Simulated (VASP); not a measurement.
# CoO (I4/mmm) in VASP: a series of runs

The runs below take CoO through relaxation of cell and atoms, single point, with PBEsol+D4, PBEsol+rVV10, PBEsol, PBE.

Everything below comes from runs of VASP 6.6.1. Logs are shortened: lines on timing, memory, paths and dates and some standing lists are left out, and cuts for length are marked.

**1. Starting point**

It takes space group I4/mmm (No. 139, tetragonal). Conventional cell: a = 3.016 Å, b = 3.016 Å, c = 4.215 Å, α = 90.00°, β = 90.00°, γ = 90.00°. Co (site symmetry 4/mmm) is surrounded by 6 O at 2.11 to 2.13 Å. Around O (site symmetry 4/mmm) lie 6 Co at 2.11 to 2.13 Å.

**2. Relaxation of cell and atoms, PBEsol+D4, collinear spin, ferromagnetic start**

INCAR

```
SYSTEM = CoO
ALGO = Normal
EDIFF = 1E-6
EDIFFG = -0.005
ENCUT = 600
GGA = PS
IBRION = 2
ISIF = 3
ISMEAR = -1
ISPIN = 2
IVDW = 13
LASPH = .TRUE.
LCHARG = .FALSE.
LMAXMIX = 4
LORBIT = 11
LREAL = .FALSE.
LWAVE = .FALSE.
MAGMOM = 2 0
NELM = 120
NSW = 60
PREC = Accurate
SIGMA = 0.05
```

KPOINTS

```
k-points
0
G
  9 9 9
  0 0 0
```

POSCAR

```
CoO
1.0
   -1.5080004400      1.5080004400      2.1072503600
    1.5080004400     -1.5080004400      2.1072503600
    1.5080004400      1.5080004400     -2.1072503600
Co O
1 1
Direct
    0.0000000000      0.0000000000      0.0000000000
    0.5000000000      0.5000000000      0.0000000000
```

Potentials or basis: VASP PAW PBE potentials, release 64 (Co, O).

Started as:

```sh
cat potpaw_PBE.64/Co/POTCAR potpaw_PBE.64/O/POTCAR > POTCAR
mpirun -np 1 vasp_std > vasp.out
```

OUTCAR:

```text
SYSTEM = CoO
   EDIFF = 1E-6
   EDIFFG = -0.005
   ENCUT = 600
   GGA = PS
   IBRION = 2
   ISIF = 3
   ISMEAR = -1
   ISPIN = 2
   IVDW = 13
   LASPH = .TRUE.
   LORBIT = 11
   LREAL = .FALSE.
   NELM = 120
   NSW = 60
   PREC = Accurate

 ion  position               nearest neighbor table
   1  0.000  0.000  0.000-   2 2.11   2 2.11   2 2.13   2 2.13   2 2.13   2 2.13
   2  0.500  0.500  0.000-   1 2.11   1 2.11   1 2.13   1 2.13   1 2.13   1 2.13

  LATTYP: Found a body centered tetragonal cell.
 ALAT       =     3.0160008800
 C/A-ratio  =     1.3973804676

  Lattice vectors:

 A1 = (  -1.5080004400,   1.5080004400,   2.1072503600)
 A2 = (   1.5080004400,  -1.5080004400,   2.1072503600)
 A3 = (   1.5080004400,   1.5080004400,  -2.1072503600)

Analysis of symmetry for initial positions (statically):
=====================================================================
 Subroutine PRICEL returns:
 Original cell was already a primitive cell.

 Routine SETGRP: Setting up the symmetry group for a
 body centered tetragonal supercell.

 Subroutine GETGRP returns: Found 16 space group operations
 (whereof 16 operations were pure point group operations)
 out of a pool of 16 trial point group operations.

The static configuration has the point symmetry D_4h.

Analysis of symmetry for dynamics (positions and initial velocities):
=====================================================================
 Subroutine PRICEL returns:
 Original cell was already a primitive cell.

 Routine SETGRP: Setting up the symmetry group for a
 body centered tetragonal supercell.

 Subroutine GETGRP returns: Found 16 space group operations
 (whereof 16 operations were pure point group operations)
 out of a pool of 16 trial point group operations.

The dynamic configuration has the point symmetry D_4h.

Analysis of structural, dynamic, and magnetic symmetry:
=====================================================================
 Subroutine PRICEL returns:
 Original cell was already a primitive cell.

 Routine SETGRP: Setting up the symmetry group for a
 body centered tetragonal supercell.

 Subroutine GETGRP returns: Found 16 space group operations
 (whereof 16 operations were pure point group operations)
 out of a pool of 16 trial point group operations.

The overall configuration has the point symmetry D_4h.

 Subroutine INISYM returns: Found 16 space group operations
 (whereof 16 operations are pure point group operations),
 and found     1 'primitive' translations

----------------------------------------------------------------------------------------

                                     Primitive cell

  volume of cell :      19.1681

  direct lattice vectors                    reciprocal lattice vectors
[... 124 lines left out ...]

--------------------------------------- Ionic step        1  -------------------------------------------

 number of electron      15.0000005 magnetization       2.8902106

 Free energy of the ion-electron system (eV)
  ---------------------------------------------------
  ext. energy  EPLUGINS =         0.00000000
  ---------------------------------------------------
  free energy    TOTEN  =       -13.97324743 eV

  energy without entropy =      -13.93974989  energy(sigma->0) =      -13.95649866

------------------------ aborting loop because EDIFF is reached ----------------------------------------

  DFT-D4 for vdW energy calculation

  Edisp (eV):   -0.31697
[... 105 lines left out ...]
  FREE ENERGIE OF THE ION-ELECTRON SYSTEM (eV)
  ---------------------------------------------------
  free  energy   TOTEN  =       -14.3442146818 eV

  energy  without entropy=      -14.3141003564  energy(sigma->0) =      -14.32915752

[... ionic steps 4 to 7 ...]

--------------------------------------- Ionic step        8  -------------------------------------------

 number of electron      15.0000000 magnetization       2.7172881

------------------------ aborting loop because EDIFF is reached ----------------------------------------
[... 75 lines left out ...]
--------------------------------------- Ionic step       10  -------------------------------------------

 number of electron      15.0000000 magnetization       2.7163273

 Free energy of the ion-electron system (eV)
  ---------------------------------------------------
  ext. energy  EPLUGINS =         0.00000000
  ---------------------------------------------------
  free energy    TOTEN  =       -14.01140390 eV

  energy without entropy =      -13.98152118  energy(sigma->0) =      -13.99646254

 E-fermi :   8.9746     XC(G=0): -13.1225

 val. band max:        8.9710884259   @ k =  -0.1111   0.3333   0.1111
 cond. band min:       8.9923003634   @ k =  -0.3333   0.4444   0.3333
 fundamental gap:      0.0212119375
 Fermi energy:         8.9746272549

 spin component 1

 k-point     1 :       0.0000    0.0000    0.0000
  band No.  band energies     occupation
      1     -12.0221      1.00000
      2       5.3862      1.00000
      3       5.3862      1.00000
      4       5.3868      1.00000
      5       5.7188      1.00000
      6       5.7197      1.00000
      7       5.7970      1.00000
      8       5.7970      1.00000
      9       5.7973      1.00000
     10      10.2642      0.00000
     11      25.7808      0.00000
     12      27.5377      0.00000
[... 333 lines left out ...]
      1     -10.5290      1.00000
      2       1.4315      1.00000
      3       3.2896      1.00000
      4       3.7140      1.00000
      5       5.2603      1.00000
      6       6.6192      1.00000
      7       6.9047      1.00000
      8       6.9739      1.00000
      9       7.0310      1.00000
     10      15.6129      0.00000
     11      19.0735      0.00000
     12      20.3871      0.00000

 [... further k-points ...]

 spin component 2

 k-point     1 :       0.0000    0.0000    0.0000
  band No.  band energies     occupation
      1     -11.5521      1.00000
      2       5.9221      1.00000
      3       5.9221      1.00000
      4       5.9231      1.00000
      5       7.6797      1.00000
      6       7.6801      1.00000
      7       7.6801      1.00000
      8       8.6917      0.99652
      9       8.6928      0.99645
     10      10.7832      0.00000
     11      25.7458      0.00000
     12      28.0862      0.00000
[... 378 lines left out ...]
  FREE ENERGIE OF THE ION-ELECTRON SYSTEM (eV)
  ---------------------------------------------------
  free  energy   TOTEN  =       -14.3448759218 eV

  energy  without entropy=      -14.3149932013  energy(sigma->0) =      -14.32993456

 reached required accuracy - stopping structural energy minimisation

 total charge

# of ion       s       p       d       tot
------------------------------------------
    1        0.320   0.416   7.221   7.956
    2        1.548   3.434   0.000   4.982
--------------------------------------------------
tot          1.868   3.851   7.221  12.939

 magnetization (x)

# of ion       s       p       d       tot
------------------------------------------
    1        0.021   0.020   2.360   2.401
    2        0.031   0.238   0.000   0.269
--------------------------------------------------
tot          0.052   0.257   2.360   2.670
```

OSZICAR:

```text
N       E                     dE             d eps       ncg     rms          rms(c)
DAV:   1     0.905568700779E+02    0.90557E+02   -0.79262E+03  3660   0.162E+03
DAV:   2    -0.908036395886E+01   -0.99637E+02   -0.88729E+02  3796   0.296E+02
DAV:   3    -0.161884513561E+02   -0.71081E+01   -0.67771E+01  4068   0.905E+01
[... 94 lines left out ...]
DAV:   5    -0.140112853807E+02    0.99902E-06   -0.59750E-06  2476   0.322E-02
   9 F= -.14344878E+02 E0= -.14329939E+02  d E =-.715079E-05  mag=     2.7149
       N       E                     dE             d eps       ncg     rms          rms(c)
DAV:   1    -0.140114287853E+02   -0.14241E-03   -0.55235E-04  3860   0.387E-01    0.384E-02
DAV:   2    -0.140114040225E+02    0.24763E-04   -0.66957E-05  4132   0.142E-01    0.200E-02
DAV:   3    -0.140114038987E+02    0.12383E-06   -0.99331E-06  4524   0.393E-02
  10 F= -.14344876E+02 E0= -.14329935E+02  d E =-.476484E-05  mag=     2.7159
```

CONTCAR:

```text
CoO
   1.00000000000000
    -1.4668054990141819    1.4668054990141819    2.0746484302145332
     1.4668054990141819   -1.4668054990141819    2.0746484302145332
     1.4668054990141819    1.4668054990141819   -2.0746484302145332
  Co              O
     1     1
Direct
     0.0000000000000000    0.0000000000000000    0.0000000000000000
     0.5000000000000000    0.5000000000000000    0.0000000000000000

  0.00000000E+00  0.00000000E+00  0.00000000E+00
  0.00000000E+00  0.00000000E+00  0.00000000E+00
```

Run time: 86 s. Hardware: 1 thread of Intel Xeon 6975P-C (Granite Rapids), shared host; peak memory 0.18 GiB.

What came out:

```yaml
Free_energy: -14.3449 eV
Relaxed_volume: 8.93 Å³/atom
Relaxed_cell: a = 2.934 Å, b = 2.934 Å, c = 2.934 Å, α = 120.00°, β = 120.00°, γ = 89.99°
Space_group_after_relaxing_to_0.05_Å: Fm-3m (No. 225)
Energy_gained_by_relaxing: 27.3 meV/atom
Ionic_steps: 10
Pressure_after_relaxing: 0.0 GPa
Band_gap_on_the_k_mesh: none (metal or under the smearing width)
Net_moment: 2.72 μB per cell
Site_moments: Co +2.40; O +0.27 μB
Valence_electrons_inside_the_program's_atomic_spheres: Co 7.96; O 4.98
Dispersion_energy_per_atom: -0.167 eV
```

The path:
```tsv
step	energy change (eV)	largest force (eV/Å)	pressure (GPa)	volume (Å³)
1	0.0000	0.0000	-12.10	19.17
2	-0.0349	0.0000	7.10	17.23
3	-0.0540	0.0000	-0.51	17.89
4	-0.0541	0.0000	0.00	17.85
5	-0.0544	0.0000	0.08	17.84
6	-0.0547	0.0000	0.18	17.83
7	-0.0547	0.0000	0.19	17.83
8	-0.0546	0.0000	-0.26	17.87
9	-0.0547	0.0000	0.15	17.85
10	-0.0547	0.0000	-0.04	17.85
```

Final structure:
```
CELL_PARAMETERS angstrom
-1.46681 1.46681 2.07465
1.46681 -1.46681 2.07465
1.46681 1.46681 -2.07465
ATOMIC_POSITIONS crystal
Co 0.00000 0.00000 0.00000
O 0.50000 0.50000 0.00000
```

Caveat: the PAW data sets were made with another functional, which shifts forces and pressure a little; a cell with one magnetic atom can't hold antiferromagnetic order, which such compounds often take; semilocal functionals often make such compounds metallic where correlation or magnetic order opens a gap, which also shifts bond lengths; pairwise dispersion overbinds metals, which lowers pressure and volume. With open d or f shells a metallic result of PBEsol can be an artefact of self-interaction; +U or a hybrid may open a gap.

**3. Relaxation of cell and atoms, PBEsol+rVV10, collinear spin, ferromagnetic start**

INCAR, as its differences from that of step 2:

```diff
@@ -2,2 +2,4 @@
 ALGO = Normal
+BPARAM = 20.0
+CPARAM = 0.0093
 EDIFF = 1E-6
@@ -10,3 +12,3 @@
 ISPIN = 2
-IVDW = 13
+IVDW_NL = 2
 LASPH = .TRUE.
@@ -16,2 +18,3 @@
 LREAL = .FALSE.
+LUSE_VDW = .TRUE.
 LWAVE = .FALSE.
```

KPOINTS is that of step 2.

POSCAR is that of step 2.

Potentials or basis: VASP PAW PBE potentials, release 64 (Co, O).

Started as:

```sh
cat potpaw_PBE.64/Co/POTCAR potpaw_PBE.64/O/POTCAR > POTCAR
mpirun -np 1 vasp_std > vasp.out
```

It took 2.7 min on 1 thread of Intel Xeon 6975P-C (Granite Rapids), shared host; peak memory 0.25 GiB.

The run converged. Its results:

| Property | Result |
| --- | --- |
| Free energy | -13.8510 eV |
| Relaxed volume | 8.98 Å³/atom |
| Relaxed cell | a = 2.939 Å, b = 2.939 Å, c = 2.939 Å, α = 120.00°, β = 120.00°, γ = 90.00° |
| Space group after relaxing (to 0.05 Å) | Fm-3m (No. 225) |
| Energy gained by relaxing | 22.8 meV/atom |
| Ionic steps | 9 |
| Pressure after relaxing | 0.0 GPa |
| Band gap on the k mesh | none (metal or under the smearing width) |
| Net moment | 2.72 μB per cell |
| Site moments | Co +2.41; O +0.27 μB |
| Valence electrons inside the program's atomic spheres | Co 7.95; O 4.98 |

Step by step:
```csv
step,energy change (eV),largest force (eV/Å),pressure (GPa),volume (Å³)
1,0.0000,0.0000,-11.05,19.17
2,-0.0333,0.0000,6.65,17.39
3,-0.0451,0.0000,0.07,17.95
4,-0.0451,0.0000,-0.18,17.98
5,-0.0453,0.0000,-0.19,17.97
6,-0.0456,0.0000,-0.09,17.96
7,-0.0456,0.0000,-0.12,17.96
8,-0.0456,0.0000,0.17,17.94
9,-0.0456,0.0000,-0.02,17.95
```

Final structure:
```
Co O
1.0
    -1.46946    1.46946    2.07827
     1.46946   -1.46946    2.07827
     1.46946    1.46946   -2.07827
Co O
1 1
Direct
  0.00000 0.00000 0.00000
  0.50000 0.50000 0.00000
```

Levels at points of the mesh, in eV from the Fermi level:
Spin up:
```
           k point  band 5  band 6  band 7  band 8  band 9  band 10  band 11  band 12
(0.00, 0.00, 0.00)   -3.25   -3.25   -3.17   -3.17   -3.17     1.24    16.76    18.50
```
Spin down:
```tsv
k point	band 3	band 4	band 5	band 6	band 7	band 8	band 9	band 10
(0.00, 0.00, 0.00)	-3.03	-3.03	-1.28	-1.28	-1.28	-0.27	-0.27	1.76
```

Caveat: the PAW data sets were made with another functional, which shifts forces and pressure a little; a cell with one magnetic atom can't hold antiferromagnetic order, which such compounds often take; semilocal functionals often make such compounds metallic where correlation or magnetic order opens a gap, which also shifts bond lengths; pairwise dispersion overbinds metals, which lowers pressure and volume. With open d or f shells a metallic result of PBEsol can be an artefact of self-interaction; +U or a hybrid may open a gap.

**4. Relaxation of cell and atoms, PBEsol, collinear spin, ferromagnetic start**

INCAR

```
SYSTEM = CoO
PREC = Accurate
ENCUT = 600
EDIFF = 1E-6
ISMEAR = -1
SIGMA = 0.05
LREAL = .False.
LASPH = .True.
NELM = 120
ALGO = Normal
ISIF = 3
LWAVE = .False.
LCHARG = .False.
ISPIN = 2
MAGMOM = 2 0
LORBIT = 11
LMAXMIX = 4
GGA = PS
IBRION = 2
NSW = 60
EDIFFG = -0.005
NELECT = 15.5
```

KPOINTS

```
regular mesh
0
Gamma
  9 9 9
  0 0 0
```

POSCAR is that of step 3.

Started as:

```sh
cat potpaw_PBE.64/Co/POTCAR potpaw_PBE.64/O/POTCAR > POTCAR
mpirun -np 1 vasp_std > vasp.out
```

It took 5.7 min on 1 thread of Intel Xeon 6975P-C (Granite Rapids), shared host; peak memory 0.2 GiB.

The run converged, but some of its settings lie outside the range that counts as converged (typed here: NELECT = 15.5), so its numbers aren't taken as properties of the crystal.

Results:

```yaml
Free_energy: -11.2741 eV
Relaxed_volume: 15.81 Å³/atom
Relaxed_cell: a = 3.467 Å, b = 3.467 Å, c = 3.467 Å, α = 105.63°, β = 105.63°, γ = 117.47°
Space_group_after_relaxing_to_0.05_Å: I4/mmm (No. 139)
Energy_gained_by_relaxing: 748.3 meV/atom
Ionic_steps: 38
Band_gap_on_the_k_mesh: none (metal or under the smearing width)
Net_moment: 2.50 μB per cell
Site_moments: Co +2.14; O +0.29 μB
Valence_electrons_inside_the_program's_atomic_spheres: Co 8.12; O 5.05
```

Caveat: the cell is charged against a uniform background, so pressure and absolute levels hang on convention; the volume moved by over 15 % at a fixed basis, so the end points are rough; the PAW data sets were made with another functional, which shifts forces and pressure a little; a cell with one magnetic atom can't hold antiferromagnetic order, which such compounds often take; semilocal functionals often make such compounds metallic where correlation or magnetic order opens a gap, which also shifts bond lengths.

**5. Single point, PBE, collinear spin, ferromagnetic start**

INCAR

```
SYSTEM = CoO
PREC = Accurate
ENCUT = 520
EDIFF = 1E-6
ISMEAR = 0
SIGMA = 0.05
LREAL = .FALSE.
LASPH = .TRUE.
NELM = 100
ALGO = Normal
ISIF = 2
LWAVE = .FALSE.
LCHARG = .TRUE.
ISPIN = 2
MAGMOM = 2 0
LORBIT = 11
LMAXMIX = 4
GGA = PE
LELF = .TRUE.
LVHAR = .TRUE.
NBANDS = 18
```

KPOINTS

```
regular mesh
0
G
  9 9 9
  0 0 0
```

POSCAR is that of step 4.

Started as:

```sh
cat potpaw_PBE.64/Co/POTCAR potpaw_PBE.64/O/POTCAR > POTCAR
mpirun -np 1 vasp_std > vasp.out
```

It took 71 s on 1 thread of Intel Xeon Platinum 8375C at 2.90GHz (Ice Lake), shared host; peak memory 0.17 GiB.

The run converged. Its results:

* Free energy: -13.0495 eV
* Pressure: -1.1 GPa
* Band gap on the k mesh: none (metal or under the smearing width)
* Net moment: 2.85 μB per cell
* Site moments: Co +2.52; O +0.28 μB
* Valence electrons inside the program's atomic spheres: Co 7.81; O 4.98

Stress tensor (GPa, compression positive):
```
-1.07  0.00  0.00
 0.00 -1.07  0.00
 0.00  0.00 -1.25
```

Levels at points of the mesh, in eV from the Fermi level:
Spin up:
```tsv
k point	band 6	band 7	band 8	band 9	band 10	band 11	band 12	band 13
(0.00, 0.00, 0.00)	-3.15	-3.09	-3.09	-2.96	1.04	16.88	18.19	18.19
```
Spin down:
```csv
k point,band 2,band 3,band 4,band 5,band 6,band 7,band 8,band 9,band 10,band 11
"(0.00, 0.00, 0.00)",-2.68,-2.61,-2.61,-1.14,-1.14,-1.10,0.02,0.07,1.57,16.79
```

Caveat: a cell with one magnetic atom can't hold antiferromagnetic order, which such compounds often take; semilocal functionals often make such compounds metallic where correlation or magnetic order opens a gap, which also shifts bond lengths. With open d or f shells a metallic result of PBE can be an artefact of self-interaction; +U or a hybrid may open a gap.

(Part 1 of 2 ends here.)
